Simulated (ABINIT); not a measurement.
# Pd (Fm-3m) in ABINIT: a series of runs, part 2 of 2

ABINIT 10.8.3 (patched build). Earlier steps stand in the parts before.

## (3) Band structure, BP86

The input, run.abi:

```
# Datasets: ground state, then fixed potential
ndtset 2

# Pseudopotentials
pp_dirpath "./"
pseudos "Pd.GGA_PBE-JTH.xml"

# Structure
acell 5.2019751464 5.2019751464 5.2019751464
rprim
     0.0000000000     0.7071067812     0.7071067812
     0.7071067812     0.0000000000     0.7071067812
     0.7071067812     0.7071067812     0.0000000000
ntypat 1
znucl 46
natom 1
typat 1
xcart
     0.0000000000     0.0000000000     0.0000000000 Angstrom

# Plane-wave basis
ecut 23.0
pawecutdg 45.0

# Exchange and correlation
ixc -106132

# Bands and occupations
occopt 3
tsmear 0.05 eV

# SCF cycle
nstep 100

# Output
iomode 3
prtwf 0
prteig 0
prtebands 0
enunit 1
prtden1 1
prtvha1 1
prtvclmb1 1
prtpot1 1

# Dataset 1
kptopt1 1
ngkpt1 12 12 12
nshiftk1 1
shiftk1 0.0 0.0 0.0
nband1 13
tolvrs1 1.0e-9

# Dataset 2: bands along G-X-W-K-G-L-U-W-L-K
iscf2 -2
getden2 1
nband2 17
nbdbuf2 2
tolwfr2 1.0e-12
kptopt2 -9
ndivsm2 8
prteig2 1
kptbounds2
     0.0000000000     0.0000000000     0.0000000000
     0.5000000000     0.0000000000     0.5000000000
     0.5000000000     0.2500000000     0.7500000000
     0.3750000000     0.3750000000     0.7500000000
     0.0000000000     0.0000000000     0.0000000000
     0.5000000000     0.5000000000     0.5000000000
     0.6250000000     0.2500000000     0.6250000000
     0.5000000000     0.2500000000     0.7500000000
     0.5000000000     0.5000000000     0.5000000000
     0.3750000000     0.3750000000     0.7500000000
```

Potentials or basis: JTH PAW PBE v2.0.

Started as:

```
> abinit run.abi > log 2>&1
```

run.abo:

```text
.Version 10.8.3 of ABINIT
 DATASET    1 : space group Fm -3 m (#225); Bravais cF (face-center cubic)
================================================================================
 Values of the parameters that define the memory need for DATASET  1.
     intxc =       0    ionmov =       0      iscf =      17    lmnmax =      18
     lnmax =       6     mgfft =      24  mpssoang =       3    mqgrid =    3001
     natom =       1  nloc_mem =       2    nspden =       1   nspinor =       1
    nsppol =       1      nsym =      48    n1xccc =       1    ntypat =       1
    occopt =       3   xclevel =       2
       mpw =         534          nfft =       13824          nkpt =          72
 PAW method is used; the additional fine FFT grid is defined by:
   mgfftf=        32    nfftf =     32768
================================================================================
================================================================================

 DATASET    2 : space group Fm -3 m (#225); Bravais cF (face-center cubic)
================================================================================
 Values of the parameters that define the memory need for DATASET  2.
     intxc =       0    ionmov =       0      iscf =      -2    lmnmax =      18
     lnmax =       6     mgfft =      24  mpssoang =       3    mqgrid =    3001
     natom =       1  nloc_mem =       2    nspden =       1   nspinor =       1
    nsppol =       1      nsym =      48    n1xccc =       1    ntypat =       1
    occopt =       3   xclevel =       2
       mpw =         535          nfft =       13824          nkpt =         139
 PAW method is used; the additional fine FFT grid is defined by:
   mgfftf=        32    nfftf =     32768
================================================================================
================================================================================

--------------------------------------------------------------------------------
------------- Echo of variables that govern the present computation ------------
--------------------------------------------------------------------------------
 -outvars: echo values of preprocessed input variables --------
            acell      5.2019751464E+00  5.2019751464E+00  5.2019751464E+00 Bohr
              amu      1.06420000E+02
             ecut      2.30000000E+01 Hartree
           enunit           1
           getden1          0
           getden2          1
             iscf1         17
             iscf2         -2
                       outvar_i_n : Printing only first  50 k-points.
              ixc     -106132
           jdtset        1    2
                       outvar_i_n : Printing only first  50 k-points.
           kptopt1          1
           kptopt2         -9
         kptrlatt       12    0    0      0   12    0      0    0   12
          kptrlen1     6.24237018E+01
          kptrlen2     3.00000000E+01
            natom           1
            nband1         13
            nband2         17
           nbdbuf1          0
           nbdbuf2          2
           ndtset           2
           ndivsm1          0
           ndivsm2          8
            ngfft          24      24      24
          ngfftdg          32      32      32
             nkpt1         72
             nkpt2        139
            nstep         100
             nsym          48
[... 259 lines left out ...]
  6.94E-13
 -2.6653E+00 -1.3968E+00 -1.3968E+00 -1.3968E+00  1.6536E-01  3.2324E-01
  3.2324E-01  3.2324E-01  3.8255E-01  3.8255E-01  1.0622E+00  1.2355E+00
  1.2355E+00  1.2355E+00  1.4326E+00  1.5444E+00  1.5444E+00
 Non-SCF case, kpt    2 (  0.02174  0.00000  0.02174), residuals and eigenvalues=
  6.76E-13  4.93E-13  8.55E-13  3.67E-13  8.86E-13  7.16E-13  6.76E-13  3.82E-13
  7.13E-13  6.28E-13  7.18E-13  7.56E-13  5.83E-13  8.53E-13  7.78E-13  1.46E-12
  2.07E-05
[... 948 lines left out ...]
 Non-SCF case, kpt  138 (  0.38393  0.38393  0.73214), residuals and eigenvalues=
  8.44E-13  6.60E-13  6.51E-13  6.15E-13  7.26E-13  6.17E-13  5.34E-13  7.47E-13
  8.44E-13  3.36E-13  8.58E-13  8.36E-13  6.35E-13  4.90E-13  6.90E-13  3.24E-12
  1.46E-12
 -2.6627E+00 -1.4084E+00 -1.4058E+00 -1.4011E+00  2.5690E-01  2.8074E-01
  3.4987E-01  3.8842E-01  4.2003E-01  6.9818E-01  7.1142E-01  8.3120E-01
  1.0264E+00  1.1726E+00  1.4850E+00  1.5206E+00  1.5618E+00
 Non-SCF case, kpt  139 (  0.37500  0.37500  0.75000), residuals and eigenvalues=
  4.24E-13  5.78E-13  4.65E-13  9.88E-13  2.43E-13  3.17E-13  7.38E-13  5.83E-13
  6.17E-13  3.41E-13  3.85E-13  8.52E-13  3.79E-13  2.99E-13  3.24E-13  1.99E-12
  2.71E-12
 -2.6627E+00 -1.4086E+00 -1.4056E+00 -1.4013E+00  2.5405E-01  2.7609E-01
  3.5622E-01  3.9272E-01  4.2182E-01  6.9169E-01  7.2533E-01  8.2449E-01
  1.0128E+00  1.1779E+00  1.4604E+00  1.5264E+00  1.5800E+00

--- !ResultsGS
iteration_state: {dtset: 2, }
comment   : Summary of ground state results
lattice_vectors:
- [  0.0000000,   3.6783519,   3.6783519, ]
- [  3.6783519,   0.0000000,   3.6783519, ]
- [  3.6783519,   3.6783519,   0.0000000, ]
lattice_lengths: [   5.20198,    5.20198,    5.20198, ]
lattice_angles: [ 60.000,  60.000,  60.000, ] # degrees, (23, 13, 12)
lattice_volume:   9.9538209E+01
convergence: {deltae:  0.000E+00, res2:  0.000E+00, residm:  9.999E-13, diffor:  0.000E+00, }
etotal    :  -1.28859233E+02
entropy   :   0.00000000E+00
fermie    :   4.27190225E-01
cartesian_stress_tensor: null
pressure_GPa: null
xred      :
- [  0.0000E+00,   0.0000E+00,   0.0000E+00, Pd]
cartesian_forces: null
force_length_stats: {min: null, max: null, mean: null, }
...

 Integrated electronic density in atomic spheres:
 ------------------------------------------------
 Atom  Sphere_radius  Integrated_density
    1        2.51165         16.93124483

================================================================================

 ----iterations are completed or convergence reached----

 Mean square residual over all n,k,spin=   62.266E-14; max=  99.993E-14
 reduced coordinates (array xred) for    1 atoms
       0.000000000000      0.000000000000      0.000000000000

 cartesian coordinates (angstrom) at end:
    1      0.00000000000000     0.00000000000000     0.00000000000000
 length scales=  5.201975146400  5.201975146400  5.201975146400 bohr
              =  2.752766697291  2.752766697291  2.752766697291 angstroms
 Eigenvalues (   eV  ) for nkpt= 139  k points:
 kpt#   1, nband= 17, wtk=  1.00000, kpt=  0.0000  0.0000  0.0000 (reduced coord)
 -72.52664  -38.00800  -38.00800  -38.00800    4.49968    8.79581    8.79581    8.79581
  10.40973   10.40973   28.90434   33.61868   33.61868   33.61868   38.98294   42.02506
  42.02506
 kpt#   2, nband= 17, wtk=  1.00000, kpt=  0.0217  0.0000  0.0217 (reduced coord)
 -72.52630  -38.00990  -38.00873  -38.00873    4.52327    8.78300    8.80629    8.80629
  10.39641   10.41478   28.93001   33.52046   33.60650   33.60650   39.14961   41.89823
  41.96549
 kpt#   3, nband= 17, wtk=  1.00000, kpt=  0.0435  0.0000  0.0435 (reduced coord)
 -72.52530  -38.01556  -38.01088  -38.01088    4.59368    8.74497    8.83768    8.83768
  10.35700   10.42983   29.00625   33.25949   33.56611   33.56611   39.61414   41.56997
  41.59988
 kpt#   4, nband= 17, wtk=  1.00000, kpt=  0.0652  0.0000  0.0652 (reduced coord)
 -72.52364  -38.02486  -38.01442  -38.01442    4.70983    8.68294    8.88981    8.88981
  10.29328   10.45468   29.13082   32.90464   33.48619   33.48619   40.30100   41.14666
  41.14819
 kpt#   5, nband= 17, wtk=  1.00000, kpt=  0.0870  0.0000  0.0870 (reduced coord)
[... 525 lines left out ...]
  11.40673   18.15983   19.17632   23.83174   28.79665   31.52797   41.02109   41.13894
  42.24166
 kpt# 137, nband= 17, wtk=  1.00000, kpt=  0.3929  0.3929  0.7143 (reduced coord)
 -72.45745  -38.32299  -38.25091  -38.12104    7.07247    7.77042    9.35328   10.41220
  11.40753   18.65969   19.25586   23.12155   28.34731   31.73244   41.00199   41.20827
  42.11386
 kpt# 138, nband= 17, wtk=  1.00000, kpt=  0.3839  0.3839  0.7321 (reduced coord)
 -72.45650  -38.32318  -38.25441  -38.12619    6.99059    7.63941    9.52049   10.56946
  11.42960   18.99837   19.35872   22.61813   27.93106   31.90765   40.41023   41.37858
  42.49839
 kpt# 139, nband= 17, wtk=  1.00000, kpt=  0.3750  0.3750  0.7500 (reduced coord)
 -72.45589  -38.33006  -38.24857  -38.13063    6.91316    7.51269    9.69324   10.68648
  11.47841   18.82179   19.73735   22.43564   27.55896   32.05286   39.74063   41.53617
  42.99344

== END DATASET(S) ==============================================================
================================================================================

 -outvars: echo values of variables after computation  --------
            acell      5.2019751464E+00  5.2019751464E+00  5.2019751464E+00 Bohr
           etotal1    -1.2885923268E+02
            fcart1    -0.0000000000E+00 -0.0000000000E+00 -0.0000000000E+00
            rprim      0.0000000000E+00  7.0710678120E-01  7.0710678120E-01
                       7.0710678120E-01  0.0000000000E+00  7.0710678120E-01
                       7.0710678120E-01  7.0710678120E-01  0.0000000000E+00
           strten1    -2.6316072836E-04 -2.6316072836E-04 -2.6316072836E-04
                       0.0000000000E+00  0.0000000000E+00  0.0000000000E+00
 Calculation completed.
```

It took 70 s on 1 thread of Intel Xeon Platinum 8375C at 2.90GHz (Ice Lake), shared host; peak memory 0.13 GiB.

Results:

* Free energy: -3506.4384 eV
* Pressure: 7.7 GPa
* Band gap on the k mesh: none (metal or under the smearing width)
* Valence electrons inside the program's atomic spheres: Pd 16.93 (radii [1.3291] Å)

Levels at the corners of the path, in eV from the Fermi level:
```
point  band 6  band 7  band 8  band 9  band 10  band 11  band 12  band 13
    Γ   -2.83   -2.83   -2.83   -1.21    -1.21    17.28    21.99    21.99
    X   -5.09   -0.04    0.31    0.31     3.47    10.70    13.24    13.24
    W   -3.35   -3.35   -1.31    0.31     8.98     8.98    10.26    11.72
    K   -4.11   -1.93   -0.94   -0.15     7.20     8.11    10.81    15.93
    Γ   -2.83   -2.83   -2.83   -1.21    -1.21    17.28    21.99    21.99
    L   -2.87   -2.87   -0.01   -0.01     1.17     7.27    16.66    21.07
    U   -4.11   -1.93   -0.94   -0.15     7.20     8.11    10.81    15.93
    W   -3.35   -3.35   -1.31    0.31     8.98     8.98    10.26    11.72
    L   -2.87   -2.87   -0.01   -0.01     1.17     7.27    16.66    21.07
    K   -4.11   -1.93   -0.94   -0.15     7.20     8.11    10.81    15.93
```

Caveat: the PAW data sets were made with another functional, which shifts forces and pressure a little.

## (4) Equation of state, PBE+D3(BJ)

The input, run.abi:

```
ndtset 7
getwfk -1
scalecart1 3*0.9795861087
scalecart2 3*0.9864848297
scalecart3 3*0.9932883884
scalecart4 3*1.0000000000
scalecart5 3*1.0066227096
scalecart6 3*1.0131594038
scalecart7 3*1.0196128224

pp_dirpath "./"
pseudos "Pd.GGA_PBE-JTH.xml"

acell 3*1.0
rprim
     0.0000000000     3.6783519016     3.6783519016
     3.6783519016     0.0000000000     3.6783519016
     3.6783519016     3.6783519016     0.0000000000
ntypat 1
znucl 46
natom 1
typat 1
xred
     0.0000000000     0.0000000000     0.0000000000

ecut 23.0
pawecutdg 45.0

kptopt 1
ngkpt 12 12 12
nshiftk 1
shiftk 0.0 0.0 0.0

ixc 11
vdw_xc 7

nband 13
occopt 3
tsmear 0.00183747

nstep 100
tolvrs 1.0e-9

iomode 3
prtwf 1
prtden 0
prteig 0
prtebands 0
enunit 2
```

Started as:

```
> abinit run.abi > log 2>&1
```

Run time: 3.8 min. Hardware: 1 thread of Intel Xeon Platinum 8375C at 2.90GHz (Ice Lake), shared host; peak memory 0.16 GiB.

Results (log left out):

- Equilibrium volume: 14.69 Å³/atom
- Bulk modulus: 190 GPa
- Pressure derivative of the bulk modulus: 4.5 (rough: it moves with the points fitted)

Energy against volume, from the lowest point:
```
volume (Å³/atom)  energy (meV/atom)
          13.865              30.43
          14.160              11.77
          14.455               2.11
          14.750               0.00
          15.045               4.65
          15.340              15.39
          15.635              32.02
```

Caveat: pressures at fixed basis lie under the slope of the energies.

## (5) Overview

```tsv
task	level	V0 of scaled cells (Å³/atom)	B0 (GPa)
equation of state	BLYP+D3(BJ)	14.81	186
band structure	BP86	-	-
equation of state	PBE+D3(BJ)	14.69	190
```

Alike in all rows: potentials or basis JTH PAW PBE v2.0; no spin polarisation; cell as given; k mesh 12 × 12 × 12; cutoff (eV) 626; smearing fermi-dirac 0.05 eV.

Caveats: pressures at fixed basis lie under the slope of the energies (some runs); the PAW data sets were made with another functional, which shifts forces and pressure a little (some runs).

Total energies depend on the potentials used, so only differences within one code and one set of settings carry meaning.
